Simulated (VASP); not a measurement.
# ZnGa2O4 (Fd-3m) in VASP: settings compared

One crystal, ZnGa2O4, is run at these levels: PBE, PBEsol; tasks: relaxation of cell and atoms.

All numbers are computed with VASP 6.6.1; they aren't measurements. Logs are shortened: lines on timing, memory, paths and dates and some standing lists are left out, and cuts for length are marked.

### Step 1. Starting point

It takes space group Fd-3m (No. 227, cubic). The conventional cell has a = 8.342 Å, b = 8.342 Å, c = 8.342 Å, α = 90.00°, β = 90.00°, γ = 90.00°. Around Zn (site symmetry -43m) lie 4 O at 1.97 Å. Ga (site symmetry -3m) has 6 O at 1.99 Å as nearest neighbours. O (site symmetry 3m) has 1 Zn at 1.97 Å and 3 Ga at 1.99 Å as nearest neighbours.

The cell is a database's computed one.

### Step 2. Relaxation of cell and atoms, PBE

INCAR

```
SYSTEM = ZnGa2O4
ALGO = Normal
EDIFF = 1E-6
EDIFFG = -0.01
ENCUT = 600
GGA = PE
IBRION = 2
ISIF = 3
ISMEAR = 0
KPAR = 4
LASPH = .True.
LCHARG = .False.
LREAL = .False.
LWAVE = .False.
NELM = 80
NSW = 90
PREC = Accurate
SIGMA = 0.03
```

KPOINTS

```
k-points
0
Gamma
  6 6 6
  0 0 0
```

POSCAR

```
ZnGa2O4
1.0
    0.0000000000      4.1711888808      4.1711888808
    4.1711888808      0.0000000000      4.1711888808
    4.1711888808      4.1711888808      0.0000000000
Zn Ga O
2 4 8
Direct
    0.5000000000      0.5000000000      0.5000000000
    0.7500000000      0.7500000000      0.7500000000
    0.1250000000      0.1250000000      0.6250000000
    0.1250000000      0.6250000000      0.1250000000
    0.6250000000      0.1250000000      0.1250000000
    0.1250000000      0.1250000000      0.1250000000
    0.8865055100      0.3404834700      0.8865055100
    0.3634944900      0.3634944900      0.9095165300
    0.3634944900      0.3634944900      0.3634944900
    0.9095165300      0.3634944900      0.3634944900
    0.8865055100      0.8865055100      0.8865055100
    0.3404834700      0.8865055100      0.8865055100
    0.3634944900      0.9095165300      0.3634944900
    0.8865055100      0.8865055100      0.3404834700
```

Potentials or basis: VASP PAW PBE potentials, release 64 (Zn, Ga_d, O).

Launch:

```console
$ cat potpaw_PBE.64/Zn/POTCAR potpaw_PBE.64/Ga_d/POTCAR potpaw_PBE.64/O/POTCAR > POTCAR
$ mpirun -np 4 vasp_std > vasp.out
```

OUTCAR:

```text
SYSTEM = ZnGa2O4
   EDIFF = 1E-6
   EDIFFG = -0.01
   ENCUT = 600
   GGA = PE
   IBRION = 2
   ISIF = 3
   ISMEAR = 0
   LASPH = .True.
   LREAL = .False.
   NELM = 80
   NSW = 90
   PREC = Accurate

 ion  position               nearest neighbor table
   1  0.500  0.500  0.500-   8 1.97  10 1.97  13 1.97   9 1.97
   2  0.750  0.750  0.750-   7 1.97  12 1.97  14 1.97  11 1.97
   3  0.125  0.125  0.625-   7 1.99   9 1.99  10 1.99  11 1.99  12 1.99  13 1.99
   4  0.125  0.625  0.125-   8 1.99   9 1.99  10 1.99  11 1.99  12 1.99  14 1.99
   5  0.625  0.125  0.125-   7 1.99   8 1.99   9 1.99  11 1.99  13 1.99  14 1.99
   6  0.125  0.125  0.125-   7 1.99   8 1.99  10 1.99  12 1.99  13 1.99  14 1.99
   7  0.887  0.340  0.887-   2 1.97   3 1.99   5 1.99   6 1.99
   8  0.363  0.363  0.910-   1 1.97   4 1.99   5 1.99   6 1.99
   9  0.363  0.363  0.363-   1 1.97   3 1.99   4 1.99   5 1.99
  10  0.910  0.363  0.363-   1 1.97   3 1.99   4 1.99   6 1.99
  11  0.887  0.887  0.887-   2 1.97   3 1.99   4 1.99   5 1.99
  12  0.340  0.887  0.887-   2 1.97   3 1.99   4 1.99   6 1.99
  13  0.363  0.910  0.363-   1 1.97   3 1.99   5 1.99   6 1.99
  14  0.887  0.887  0.340-   2 1.97   4 1.99   5 1.99   6 1.99

  LATTYP: Found a face centered cubic cell.
 ALAT       =     8.3423777616

  Lattice vectors:

 A1 = (   0.0000000000,   4.1711888808,   4.1711888808)
 A2 = (   4.1711888808,   0.0000000000,   4.1711888808)
 A3 = (   4.1711888808,   4.1711888808,   0.0000000000)

Analysis of symmetry for initial positions (statically):
=====================================================================
 Subroutine PRICEL returns:
 Original cell was already a primitive cell.

 Routine SETGRP: Setting up the symmetry group for a
 face centered cubic supercell.

 Subroutine GETGRP returns: Found 48 space group operations
 (whereof 24 operations were pure point group operations)
 out of a pool of 48 trial point group operations.

The static configuration has the point symmetry T_d .
 The point group associated with its full space group is O_h .

Analysis of symmetry for dynamics (positions and initial velocities):
=====================================================================
 Subroutine PRICEL returns:
 Original cell was already a primitive cell.

 Routine SETGRP: Setting up the symmetry group for a
 face centered cubic supercell.

 Subroutine GETGRP returns: Found 48 space group operations
 (whereof 24 operations were pure point group operations)
 out of a pool of 48 trial point group operations.
[... 107 lines left out ...]
 SYSTEM =  ZnGa2O4
   PREC   = accura    normal or accurate (medium, high low for compatibility)
   ISTART =      0    job   : 0-new  1-cont  2-samecut
   ICHARG =      2    charge: 1-file 2-atom 10-const
   ISPIN  =      1    spin polarized calculation?
   LNONCOLLINEAR =      F non collinear calculations
   LSORBIT =      F    spin-orbit coupling
   LASPH  =      T    aspherical Exc in radial PAW
   ENCUT  =  600.0 eV  44.10 Ry    6.64 a.u.  11.78 11.78 11.78*2*pi/ulx,y,z
   NELM   =     80;   NELMIN=  2; NELMDL= -5     # of ELM steps
   EDIFF  = 0.1E-05   stopping-criterion for ELM
   LREAL  =      F    real-space projection
   EDIFFG = -.1E-01   stopping-criterion for IOM
   NSW    =     90    number of steps for IOM
   IBRION =      2    ionic relax: 0-MD 1-quasi-New 2-CG
   NFREE  =      1    steps in history (QN), initial steepest desc. (CG)
   ISIF   =      3    stress and relaxation
   ISYM   =      2    0-nonsym 1-usesym 2-fastsym
   POTIM  = 0.5000    time-step for ionic-motion
   TEBEG  =    0.0;   TEEND  =   0.0 temperature during run
   PSTRESS=    0.0 pullay stress
   NELECT =     124.0000    total number of electrons
   NUPDOWN=      -1.0000    fix difference up-down
   EMIN   =  10.00;   EMAX   =-10.00  energy-range for DOS
   EFERMI =   0.00;   METHOD = LEGACY
   ISMEAR =     0;   SIGMA  =   0.03  broadening in eV -4-tet -1-fermi 0-gaus
   EFERMI_NEDOS =   21; number of points for ismear=-14 and -15
   IALGO  =     38    algorithm
   IMIX   =      4    mixing-type and parameters
     AMIX     =   0.40;   BMIX     =  1.00
     AMIX_MAG =   1.60;   BMIX_MAG =  1.00
  volume/ion in A,a.u.               =      10.37        69.96
  Fermi-wavevector in a.u.,A,eV,Ry     =   1.553384  2.935470 32.830890  2.413002
  Thomas-Fermi vector in A             =   2.657623
   LORBIT       =      0    0 simple, 1 ext, 2 COOP (PROOUT), +10 PAW based schemes
   GGA     = PE    functional components
   LHFCALC =     F    Hartree Fock is set to
   AEXX    =    0.0000 exact exchange contribution
   IVDW    =     0    specifies the selected vdW correction
   LEPSILON=     F    determine dielectric tensor
   LRPA    =     F    only Hartree local field effects (RPA)
 conjugate gradient relaxation of ions
 non-spin polarized calculation
 Gauss-broadening in eV      SIGMA  =   0.03
  energy-cutoff  :      600.00
  volume of cell :      145.15
 maximum number of plane-waves:      4909
   NGX = 23   NGY = 23   NGZ = 23

--------------------------------------- Ionic step        1  -------------------------------------------

 number of electron     123.9999983 magnetization

 Free energy of the ion-electron system (eV)
  ---------------------------------------------------
  ext. energy  EPLUGINS =         0.00000000
  ---------------------------------------------------
  free energy    TOTEN  =       -78.03167470 eV

  energy without entropy =      -78.03167470  energy(sigma->0) =      -78.03167470

------------------------ aborting loop because EDIFF is reached ----------------------------------------

  FORCE on cell =-STRESS in cart. coord.  units (eV):
  Direction    XX          YY          ZZ          XY          YZ          ZX
  --------------------------------------------------------------------------------------
  -------------------------------------------------------------------------------------
  Total        7.2303478      7.2303478      7.2303478     -0.0000000      0.0000000      0.0000000
  in kB       79.8105319     79.8105319     79.8105319     -0.0000000      0.0000000      0.0000000
  external PRESSURE =      79.8105319 kB  Pullay stress =       0.0000000 kB
[... 131 lines left out ...]
--------------------------------------- Ionic step        4  -------------------------------------------

 number of electron     124.0000024 magnetization

 Free energy of the ion-electron system (eV)
  ---------------------------------------------------
  ext. energy  EPLUGINS =         0.00000000
  ---------------------------------------------------
  free energy    TOTEN  =       -78.18178486 eV

  energy without entropy =      -78.18178486  energy(sigma->0) =      -78.18178486

 E-fermi :   2.8577     XC(G=0): -11.4690

 val. band max:        2.7120797291   @ k =  -0.3333   0.3333   0.0000
 cond. band min:       5.0086996324   @ k =   0.0000   0.0000   0.0000
 fundamental gap:      2.2966199033
 Fermi energy:         2.8577112963

 k-point     1 :       0.0000    0.0000    0.0000
  band No.  band energies     occupation
      1     -15.6586      2.00000
      2     -14.2996      2.00000
      3     -14.1396      2.00000
      4     -14.1396      2.00000
      5     -14.1396      2.00000
      6     -13.9207      2.00000
[... 1262 lines left out ...]
  FREE ENERGIE OF THE ION-ELECTRON SYSTEM (eV)
  ---------------------------------------------------
  free  energy   TOTEN  =       -78.1817848615 eV

  energy  without entropy=      -78.1817848615  energy(sigma->0) =      -78.18178486

 reached required accuracy - stopping structural energy minimisation
```

OSZICAR:

```text
N       E                     dE             d eps       ncg     rms          rms(c)
DAV:   1     0.199436091555E+04    0.19944E+04   -0.58742E+04  2668   0.325E+03
DAV:   2     0.422287188807E+03   -0.15721E+04   -0.14770E+04  2368   0.941E+02
DAV:   3    -0.385913877967E+02   -0.46088E+03   -0.44371E+03  2684   0.323E+02
DAV:   4    -0.874372720802E+02   -0.48846E+02   -0.48103E+02  2766   0.111E+02
[... 42 lines left out ...]
DAV:   3    -0.781820311592E+02    0.49968E-03   -0.67305E-03  3172   0.999E-01    0.153E-01
DAV:   4    -0.781818002036E+02    0.23096E-03   -0.16060E-03  3176   0.369E-01    0.812E-02
DAV:   5    -0.781817861991E+02    0.14005E-04   -0.55176E-04  2942   0.124E-01    0.150E-02
DAV:   6    -0.781817856786E+02    0.52044E-06   -0.45694E-05  2828   0.390E-02    0.643E-03
DAV:   7    -0.781817848615E+02    0.81712E-06   -0.30492E-06  2236   0.113E-02
   4 F= -.78181785E+02 E0= -.78181785E+02  d E =-.329176E-02
```

It took 3.2 min on 4 MPI ranks of Intel Xeon Platinum 8559C (Emerald Rapids), shared host; peak memory 0.44 GiB.

Results:

```yaml
Free_energy: -78.1818 eV
Relaxed_volume: 10.82 Å³/atom
Relaxed_cell: a = 5.983 Å, b = 5.983 Å, c = 5.983 Å, α = 60.00°, β = 60.00°, γ = 60.00°
Space_group_after_relaxing_to_0.05_Å: Fd-3m (No. 227)
Energy_gained_by_relaxing: 10.7 meV/atom
Ionic_steps: 4
Pressure_after_relaxing: -0.1 GPa
Largest_force_after_relaxing: 0.006 eV/Å
Band_gap_on_the_k_mesh: 2.30 eV, indirect (least direct gap 2.46 eV)
```

Forces on the atoms (eV/Å):
```
Zn   0.000  0.000  0.000
Zn   0.000  0.000  0.000
Ga   0.000  0.000  0.000
Ga   0.000  0.000  0.000
Ga   0.000  0.000  0.000
Ga   0.000  0.000  0.000
O    0.003 -0.003  0.003
O   -0.003 -0.003  0.003
O    0.003  0.003  0.003
O    0.003 -0.003 -0.003
O   -0.003 -0.003 -0.003
O   -0.003  0.003  0.003
O   -0.003  0.003 -0.003
O    0.003  0.003 -0.003
```

Step by step:
```csv
step,energy change (eV),largest force (eV/Å),pressure (GPa),volume (Å³)
1,0.0000,0.1609,7.98,145.15
2,-0.0528,0.3519,-5.38,156.27
3,-0.1468,0.1404,0.11,151.16
4,-0.1501,0.0060,-0.08,151.47
```

Final structure:
```cif
data_structure
_symmetry_space_group_name_H-M 'P 1'
_symmetry_Int_Tables_number 1
_cell_length_a 5.9834
_cell_length_b 5.9834
_cell_length_c 5.9834
_cell_angle_alpha 60.000
_cell_angle_beta 60.000
_cell_angle_gamma 60.000
_cell_volume 151.47
loop_
_atom_site_label
_atom_site_type_symbol
_atom_site_fract_x
_atom_site_fract_y
_atom_site_fract_z
_atom_site_occupancy
Zn1 Zn 0.50000 0.50000 0.50000 1
Zn2 Zn 0.75000 0.75000 0.75000 1
Ga1 Ga 0.12500 0.12500 0.62500 1
Ga2 Ga 0.12500 0.62500 0.12500 1
Ga3 Ga 0.62500 0.12500 0.12500 1
Ga4 Ga 0.12500 0.12500 0.12500 1
O1 O 0.88662 0.34014 0.88662 1
O2 O 0.36338 0.36338 0.90986 1
O3 O 0.36338 0.36338 0.36338 1
O4 O 0.90986 0.36338 0.36338 1
O5 O 0.88662 0.88662 0.88662 1
O6 O 0.34014 0.88662 0.88662 1
O7 O 0.36338 0.90986 0.36338 1
O8 O 0.88662 0.88662 0.34014 1
```

Levels at points of the mesh, in eV from the valence-band top:
| k point | band 60 | band 61 | band 62 | band 63 | band 64 | band 65 |
| --- | --- | --- | --- | --- | --- | --- |
| (0.00, 0.00, 0.00) | -0.17 | -0.17 | -0.17 | 2.30 | 5.87 | 5.87 |
| (0.50, 0.00, 0.00) | -0.25 | -0.05 | -0.05 | 5.06 | 5.33 | 6.95 |
| (0.50, 0.50, 0.00) | -0.26 | -0.19 | -0.19 | 5.82 | 5.82 | 7.44 |

A k mesh can miss the band edges. As with any semilocal functional, this PBE gap is likely too small.

[end of part 1 of 2]
